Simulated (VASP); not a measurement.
# WC (Qusongite) (P-6m2) in VASP: a series of runs

One crystal, WC (Qusongite), is run at these levels: LDA, PBEsol; tasks: band structure.

All numbers are computed with VASP 6.6.1; they aren't measurements. Logs are shortened: lines on timing, memory, paths and dates and some standing lists are left out, and cuts for length are marked.

### Step 1. The crystal as given

Symmetry: P-6m2, No. 187, hexagonal system. Conventional cell: a = 2.907 Å, b = 2.907 Å, c = 2.837 Å, α = 90.00°, β = 90.00°, γ = 120.00°. W (site symmetry -6m2) has 6 C at 2.20 Å as nearest neighbours. Around C (site symmetry -6m2) lie 6 W at 2.20 Å.

### Step 2. Band structure, LDA

File POSCAR:

```
WC
1.0
    2.9065000000      0.0000000000      0.0000000000
   -1.4532500000      2.5171028361      0.0000000000
    0.0000000000      0.0000000000      2.8366000000
W C
1 1
Direct
    0.0000000000      0.0000000000      0.0000000000
    0.6666666667      0.3333333333      0.5000000000
```

File INCAR.step1:

```
PREC     = Accurate       # precision mode
ENCUT    = 520            # plane-wave cutoff, eV
EDIFF    = 1E-6           # SCF threshold, eV
ISMEAR   = -1             # smearing method
SIGMA    = 0.05           # smearing width, eV
LREAL    = F              # projectors in reciprocal space
LASPH    = T              # aspherical terms in the spheres
NELM     = 60             # most SCF steps
ALGO     = Normal         # electronic algorithm
ISIF     = 2              # what is computed and relaxed
LWAVE    = F              # write WAVECAR
LCHARG   = T              # write CHGCAR
LMAXMIX  = 4              # l up to which the mixer works
NBANDS   = 16             # bands
```

File KPOINTS.step1:

```
Automatic mesh
0
Gamma
  10 10 9
```

File INCAR.step2:

```
PREC     = Accurate       # precision mode
ENCUT    = 520            # plane-wave cutoff, eV
EDIFF    = 1E-6           # SCF threshold, eV
ISMEAR   = 0              # smearing method
SIGMA    = 0.05           # smearing width, eV
LREAL    = F              # projectors in reciprocal space
LASPH    = T              # aspherical terms in the spheres
NELM     = 60             # most SCF steps
ALGO     = Normal         # electronic algorithm
ISIF     = 2              # what is computed and relaxed
LWAVE    = F              # write WAVECAR
LCHARG   = F              # write CHGCAR
LMAXMIX  = 4              # l up to which the mixer works
NBANDS   = 16             # bands
ICHARG   = 11             # starting density
```

File KPOINTS.step2:

```
path GMKGALHA,LM,KH
15
line-mode
reciprocal
 0.0000000000  0.0000000000  0.0000000000  G
 0.5000000000  0.0000000000  0.0000000000  M

 0.5000000000  0.0000000000  0.0000000000  M
 0.3333333333  0.3333333333  0.0000000000  K

 0.3333333333  0.3333333333  0.0000000000  K
 0.0000000000  0.0000000000  0.0000000000  G

 0.0000000000  0.0000000000  0.0000000000  G
 0.0000000000  0.0000000000  0.5000000000  A

 0.0000000000  0.0000000000  0.5000000000  A
 0.5000000000  0.0000000000  0.5000000000  L

 0.5000000000  0.0000000000  0.5000000000  L
 0.3333333333  0.3333333333  0.5000000000  H

 0.3333333333  0.3333333333  0.5000000000  H
 0.0000000000  0.0000000000  0.5000000000  A

 0.5000000000  0.0000000000  0.5000000000  L
 0.5000000000  0.0000000000  0.0000000000  M

 0.3333333333  0.3333333333  0.0000000000  K
 0.3333333333  0.3333333333  0.5000000000  H
```

Potentials or basis: VASP PAW LDA potentials, release 64 (W_sv, C).

On the command line:

```
> cat potpaw_LDA.64/W_sv/POTCAR potpaw_LDA.64/C/POTCAR > POTCAR
> cp INCAR.step1 INCAR
> cp KPOINTS.step1 KPOINTS
> mpirun -np 1 vasp_std > vasp.out
> cp INCAR.step2 INCAR
> cp KPOINTS.step2 KPOINTS
> mpirun -np 1 vasp_std > vasp.out
```

OUTCAR:

```text
PREC = Accurate
   ENCUT = 520
   EDIFF = 1E-6
   ISMEAR = 0
   LREAL = F
   LASPH = T
   NELM = 60
   ISIF = 2
   ICHARG = 11

 ion  position               nearest neighbor table
   1  0.000  0.000  0.000-   2 2.20   2 2.20   2 2.20   2 2.20   2 2.20   2 2.20
   2  0.667  0.333  0.500-   1 2.20   1 2.20   1 2.20   1 2.20   1 2.20   1 2.20

  LATTYP: Found a hexagonal cell.
 ALAT       =     2.9065000000
 C/A-ratio  =     0.9759504559

  Lattice vectors:

 A1 = (   2.9065000000,   0.0000000000,   0.0000000000)
 A2 = (  -1.4532500000,   2.5171028361,   0.0000000000)
 A3 = (   0.0000000000,   0.0000000000,   2.8366000000)

Analysis of symmetry for initial positions (statically):
=====================================================================
 Subroutine PRICEL returns:
 Original cell was already a primitive cell.

 Routine SETGRP: Setting up the symmetry group for a
 hexagonal supercell.

 Subroutine GETGRP returns: Found 12 space group operations
 (whereof 12 operations were pure point group operations)
 out of a pool of 24 trial point group operations.

The static configuration has the point symmetry D_3h.

Analysis of symmetry for dynamics (positions and initial velocities):
=====================================================================
 Subroutine PRICEL returns:
 Original cell was already a primitive cell.

 Routine SETGRP: Setting up the symmetry group for a
 hexagonal supercell.

 Subroutine GETGRP returns: Found 12 space group operations
 (whereof 12 operations were pure point group operations)
 out of a pool of 24 trial point group operations.

The dynamic configuration has the point symmetry D_3h.

 Subroutine INISYM returns: Found 12 space group operations
 (whereof 12 operations are pure point group operations),
 and found     1 'primitive' translations

----------------------------------------------------------------------------------------

                                     Primitive cell

  volume of cell :      20.7525

  direct lattice vectors                    reciprocal lattice vectors
     2.906500000  0.000000000  0.000000000     0.344056425  0.198641070  0.000000000
    -1.453250000  2.517102836  0.000000000     0.000000000  0.397282139  0.000000000
     0.000000000  0.000000000  2.836600000     0.000000000  0.000000000  0.352534725

  length of vectors
     2.906500000  2.906500000  2.836600000     0.397282139  0.397282139  0.352534725

  position of ions in fractional coordinates (direct lattice)
     0.000000000  0.000000000  0.000000000
     0.666666667  0.333333333  0.500000000

  ion indices of the primitive-cell ions
   primitive index   ion index
                 1           1
                 2           2

----------------------------------------------------------------------------------------

 KPOINTS: path GMKGALHA,LM,KH

Interpolating k-points between supplied coordinates.

 Line segments in fractional coordinates (reciprocal lattice):
    0.000000  0.000000  0.000000  ...  0.500000  0.000000  0.000000
    0.500000  0.000000  0.000000  ...  0.333333  0.333333  0.000000
    0.333333  0.333333  0.000000  ...  0.000000  0.000000  0.000000
    0.000000  0.000000  0.000000  ...  0.000000  0.000000  0.500000
    0.000000  0.000000  0.500000  ...  0.500000  0.000000  0.500000
    0.500000  0.000000  0.500000  ...  0.333333  0.333333  0.500000
    0.333333  0.333333  0.500000  ...  0.000000  0.000000  0.500000
    0.500000  0.000000  0.500000  ...  0.500000  0.000000  0.000000
    0.333333  0.333333  0.000000  ...  0.333333  0.333333  0.500000

 Generated    15 points on each line segment, for a total of    135 k-points:

 Following reciprocal coordinates:
            Coordinates               Weight
  0.000000  0.000000  0.000000      0.007407
  0.035714  0.000000  0.000000      0.007407
  0.071429  0.000000  0.000000      0.007407
  0.107143  0.000000  0.000000      0.007407
  0.142857  0.000000  0.000000      0.007407
  0.178571  0.000000  0.000000      0.007407
[... 16 lines left out ...]
  0.416667  0.166667  0.000000      0.007407
  0.404762  0.190476  0.000000      0.007407
 [... further k-points ...]
   k-points           NKPTS =    135   k-points in BZ     NKDIM =    135   number of bands    NBANDS=     16
   number of dos      NEDOS =    301   number of ions     NIONS =      2
   total plane-waves  NPLWV =  13824
   dimension x,y,z NGX =    24 NGY =   24 NGZ =   24
   dimension x,y,z NGXF=    48 NGYF=   48 NGZF=   48
   ions per type =               1   1
   NGX,Y,Z   is equivalent  to a cutoff of  13.73, 13.73, 14.07 a.u.
   NGXF,Y,Z  is equivalent  to a cutoff of  27.46, 27.46, 28.13 a.u.
 SYSTEM =  unknown system
   PREC   = accura    normal or accurate (medium, high low for compatibility)
   ISTART =      0    job   : 0-new  1-cont  2-samecut
   ICHARG =     11    charge: 1-file 2-atom 10-const
   ISPIN  =      1    spin polarized calculation?
   LNONCOLLINEAR =      F non collinear calculations
   LSORBIT =      F    spin-orbit coupling
   LASPH  =      T    aspherical Exc in radial PAW
   ENCUT  =  520.0 eV  38.22 Ry    6.18 a.u.   5.40  5.40  5.27*2*pi/ulx,y,z
   NELM   =     60;   NELMIN=  2; NELMDL=  0     # of ELM steps
   EDIFF  = 0.1E-05   stopping-criterion for ELM
   LREAL  =      F    real-space projection
   EDIFFG = 0.1E-04   stopping-criterion for IOM
   NSW    =      0    number of steps for IOM
   IBRION =     -1    ionic relax: 0-MD 1-quasi-New 2-CG
   NFREE  =      0    steps in history (QN), initial steepest desc. (CG)
   ISIF   =      2    stress and relaxation
   ISYM   =      2    0-nonsym 1-usesym 2-fastsym
   POTIM  = 0.5000    time-step for ionic-motion
   TEBEG  =    0.0;   TEEND  =   0.0 temperature during run
   PSTRESS=    0.0 pullay stress
   NELECT =      18.0000    total number of electrons
   NUPDOWN=      -1.0000    fix difference up-down
   EMIN   =  10.00;   EMAX   =-10.00  energy-range for DOS
   EFERMI =   0.00;   METHOD = LEGACY
   ISMEAR =     0;   SIGMA  =   0.05  broadening in eV -4-tet -1-fermi 0-gaus
   EFERMI_NEDOS =   21; number of points for ismear=-14 and -15
   IALGO  =     38    algorithm
   IMIX   =      4    mixing-type and parameters
     AMIX     =   0.40;   BMIX     =  1.00
     AMIX_MAG =   1.60;   BMIX_MAG =  1.00
  volume/ion in A,a.u.               =      10.38        70.02
  Fermi-wavevector in a.u.,A,eV,Ry     =   1.561262  2.950358 33.164744  2.437540
  Thomas-Fermi vector in A             =   2.664353
   LORBIT       =      0    0 simple, 1 ext, 2 COOP (PROOUT), +10 PAW based schemes
   GGA     = CA    functional components
   LHFCALC =     F    Hartree Fock is set to
   AEXX    =    0.0000 exact exchange contribution
   IVDW    =     0    specifies the selected vdW correction
   LEPSILON=     F    determine dielectric tensor
   LRPA    =     F    only Hartree local field effects (RPA)
 non-spin polarized calculation
 Gauss-broadening in eV      SIGMA  =   0.05
  energy-cutoff  :      520.00
  volume of cell :       20.75
 maximum number of plane-waves:       580
 NGX is ok and might be reduce to    24

 number of electron      18.0000000 magnetization

 Free energy of the ion-electron system (eV)
  ---------------------------------------------------
  ext. energy  EPLUGINS =         0.00000000
  ---------------------------------------------------
  free energy    TOTEN  =       -23.73863270 eV

  energy without entropy =      -23.73694021  energy(sigma->0) =      -23.73778646

 E-fermi :  11.2824     XC(G=0): -13.9789

 val. band max:       11.2499307665   @ k =   0.3333   0.3333   0.0357
 cond. band min:      11.2917024622   @ k =   0.0952   0.0952   0.5000
 fundamental gap:      0.0417716957
 Fermi energy:        11.2824471017

 k-point     1 :       0.0000    0.0000    0.0000
  band No.  band energies     occupation
      1     -62.5535      2.00000
      2     -26.8014      2.00000
      3     -26.6899      2.00000
      4     -26.6898      2.00000
      5      -3.2955      2.00000
      6       6.6622      2.00000
[... 8 lines left out ...]
     15      25.3785      0.00000
     16      27.7523      0.00000

 k-point     2 :       0.0357    0.0000    0.0000
  band No.  band energies     occupation
      1     -62.5528      2.00000
      2     -26.8000      2.00000
      3     -26.7009      2.00000
      4     -26.6923      2.00000
      5      -3.2614      2.00000
      6       6.6765      2.00000
[... 8 lines left out ...]
     15      25.2877      0.00000
     16      27.8233      0.00000

 k-point     3 :       0.0714    0.0000    0.0000
  band No.  band energies     occupation
      1     -62.5505      2.00000
      2     -26.7958      2.00000
      3     -26.7333      2.00000
      4     -26.6997      2.00000
      5      -3.1601      2.00000
      6       6.7045      2.00000
[... 8 lines left out ...]
     15      25.0846      0.00000
     16      28.0328      0.00000

 k-point     4 :       0.1071    0.0000    0.0000
  band No.  band energies     occupation
      1     -62.5469      2.00000
      2     -26.7891      2.00000
      3     -26.7851      2.00000
      4     -26.7114      2.00000
      5      -2.9950      2.00000
      6       6.6805      2.00000
[... 8 lines left out ...]
     15      24.8751      0.00000
     16      28.3708      0.00000

 k-point     5 :       0.1429    0.0000    0.0000
  band No.  band energies     occupation
      1     -62.5422      2.00000
      2     -26.8534      2.00000
      3     -26.7802      2.00000
      4     -26.7271      2.00000
      5      -2.7715      2.00000
      6       6.5037      2.00000
[... 8 lines left out ...]
     15      24.7253      0.00000
     16      28.8217      0.00000

 k-point     6 :       0.1786    0.0000    0.0000
  band No.  band energies     occupation
      1     -62.5365      2.00000
      2     -26.9343      2.00000
      3     -26.7695      2.00000
      4     -26.7457      2.00000
      5      -2.4968      2.00000
      6       6.2012      2.00000
[... 8 lines left out ...]
     15      24.6782      0.00000
     16      29.3658      0.00000
[... 267 lines left out ...]
 k-point    21 :       0.4405    0.1190    0.0000
  band No.  band energies     occupation
      1     -62.4912      2.00000
      2     -27.4827      2.00000
      3     -26.9565      2.00000
      4     -26.6840      2.00000
      5       0.2715      2.00000
      6       4.1064      2.00000
[... 8 lines left out ...]
     15      24.4722      0.00000
     16      28.7182      0.00000

 k-point    22 :       0.4286    0.1429    0.0000
  band No.  band energies     occupation
      1     -62.4905      2.00000
      2     -27.4677      2.00000
      3     -26.9857      2.00000
      4     -26.6826      2.00000
      5       0.3495      2.00000
      6       4.1426      2.00000
[... 8 lines left out ...]
     15      24.7247      0.00000
     16      28.6047      0.00000

 k-point    23 :       0.4167    0.1667    0.0000
  band No.  band energies     occupation
      1     -62.4897      2.00000
      2     -27.4504      2.00000
      3     -27.0183      2.00000
      4     -26.6811      2.00000
      5       0.4338      2.00000
      6       4.1843      2.00000
[... 8 lines left out ...]
     15      24.9946      0.00000
     16      28.4778      0.00000

 k-point    24 :       0.4048    0.1905    0.0000
  band No.  band energies     occupation
      1     -62.4888      2.00000
      2     -27.4308      2.00000
      3     -27.0534      2.00000
      4     -26.6795      2.00000
      5       0.5208      2.00000
      6       4.2306      2.00000
[... 8 lines left out ...]
     15      25.2683      0.00000
     16      28.3308      0.00000

 [... further k-points ...]
[... 5 lines left out ...]
  --------------------------------------------------------------------------------------
  -------------------------------------------------------------------------------------
  Total       -0.3029413     -0.3029413      2.0062676      0.0000000     -0.0000000      0.0000000
  in kB      -23.3883553    -23.3883553    154.8923790      0.0000000     -0.0000000      0.0000000
  external PRESSURE =      36.0385561 kB  Pullay stress =       0.0000000 kB

 VOLUME and BASIS-vectors are now :
 -----------------------------------------------------------------------------
  energy-cutoff  :      520.00
  volume of cell :       20.75
      direct lattice vectors                 reciprocal lattice vectors
     2.906500000  0.000000000  0.000000000     0.344056425  0.198641070  0.000000000
    -1.453250000  2.517102836  0.000000000     0.000000000  0.397282139  0.000000000
     0.000000000  0.000000000  2.836600000     0.000000000  0.000000000  0.352534725

 POSITION                                       TOTAL-FORCE (eV/Angst)
 -----------------------------------------------------------------------------------
      0.00000      0.00000      0.00000         0.000000      0.000000      0.000000
      1.45325      0.83903      1.41830        -0.000000      0.000000      0.000000
 -----------------------------------------------------------------------------------
    total drift:                               -0.000003      0.000002      0.000000

  FREE ENERGIE OF THE ION-ELECTRON SYSTEM (eV)
  ---------------------------------------------------
  free  energy   TOTEN  =       -23.7386327030 eV

  energy  without entropy=      -23.7369402117  energy(sigma->0) =      -23.73778646
```

Wall time 36 s (1 thread of Intel Xeon Platinum 8488C (Sapphire Rapids), shared host); peak memory 0.15 GiB.

Results:

| Item | Value |
| --- | --- |
| Band gap along the path | none (metal or under the smearing width) |

Levels at the corners of the path, in eV from the Fermi level:
| point | band 7 | band 8 | band 9 | band 10 | band 11 | band 12 |
| --- | --- | --- | --- | --- | --- | --- |
| Γ | -3.32 | -3.32 | 0.14 | 3.20 | 3.20 | 5.62 |
| M | -3.61 | -3.55 | -0.41 | 2.31 | 4.52 | 4.89 |
| M | -3.61 | -3.55 | -0.41 | 2.31 | 4.52 | 4.89 |
| K | -4.49 | -3.44 | 0.59 | 0.99 | 2.06 | 3.25 |
| K | -4.49 | -3.44 | 0.59 | 0.99 | 2.06 | 3.25 |
| Γ | -3.32 | -3.32 | 0.14 | 3.20 | 3.20 | 5.62 |
| Γ | -3.32 | -3.32 | 0.14 | 3.20 | 3.20 | 5.62 |
| A | -2.01 | -2.01 | -0.59 | -0.59 | 3.67 | 4.51 |
| A | -2.01 | -2.01 | -0.59 | -0.59 | 3.67 | 4.51 |
| L | -4.30 | -4.09 | 0.37 | 4.42 | 5.30 | 6.70 |
| L | -4.30 | -4.09 | 0.37 | 4.42 | 5.30 | 6.70 |
| H | -5.33 | -1.53 | -0.61 | 4.40 | 6.45 | 7.58 |
| H | -5.33 | -1.53 | -0.61 | 4.40 | 6.45 | 7.58 |
| A | -2.01 | -2.01 | -0.59 | -0.59 | 3.67 | 4.51 |
| L | -4.30 | -4.09 | 0.37 | 4.42 | 5.30 | 6.70 |
| M | -3.61 | -3.55 | -0.41 | 2.31 | 4.52 | 4.89 |
| K | -4.49 | -3.44 | 0.59 | 0.99 | 2.06 | 3.25 |
| H | -5.33 | -1.53 | -0.61 | 4.40 | 6.45 | 7.58 |

Caveat: the log is that of the step along the path at fixed density, whose energy, stress, charges and moments have no meaning; spin-orbit coupling is left out, which moves the levels of the heavy elements.

(Continued in part 2 of 2.)
